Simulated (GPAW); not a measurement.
Runs of GPAW 26.7.0 on AlN. It takes space group F-43m (No. 216, cubic). Conventional cell: a = 4.368 Å, b = 4.368 Å, c = 4.368 Å, α = 90.00°, β = 90.00°, γ = 90.00°. Al (site symmetry -43m) is surrounded by 4 N at 1.89 Å. N (site symmetry -43m) is surrounded by 4 Al at 1.89 Å. Measurements of this composition are mostly on another form, of space group No. 186.

```tsv
task	level	potentials or basis	k mesh	cutoff (eV)	maxiter	band path	band points	mesh quality	gap on the mesh (eV)	pressure (GPa)	V0 of scaled cells (Å³/atom)	B0 (GPa)
equation of state	RPBE+D4	the program's PAW data sets (release 1.2.1) made for this functional, pw	10 × 10 × 10	800	150	-	-	not flagged	-	-	(b)	202
band structure	PW91	PAW data sets generated in the run's folder for this functional, pw	10 × 10 × 10	800	150	GXWKGLUWLK,UX	80	not flagged	3.35	5.0	-	-
band structure	M06-L	GPAW PAW data sets (gpaw-data 1.2.1), pw	10 × 10 × 10	800	150	GXWKGLUWLK,UX	100	not flagged	(c)	(a)	-	-
equation of state	BEEF-vdW	GPAW PAW data sets (gpaw-data 1.2.1), pw	10 × 10 × 10	800	150	-	-	not flagged	-	-	10.82	188
```

Alike in all rows: no spin polarisation; cell as given; smearing fermi-dirac 0.05 eV.

**Question.** Estimate the missing entries.

**Answer.** (a) -3.6; (b) 10.37; (c) 3.34.

Caveats: the PAW data sets were made with another functional, which shifts forces and pressure a little (some runs).

Runs at the PBE level aren't shown here.
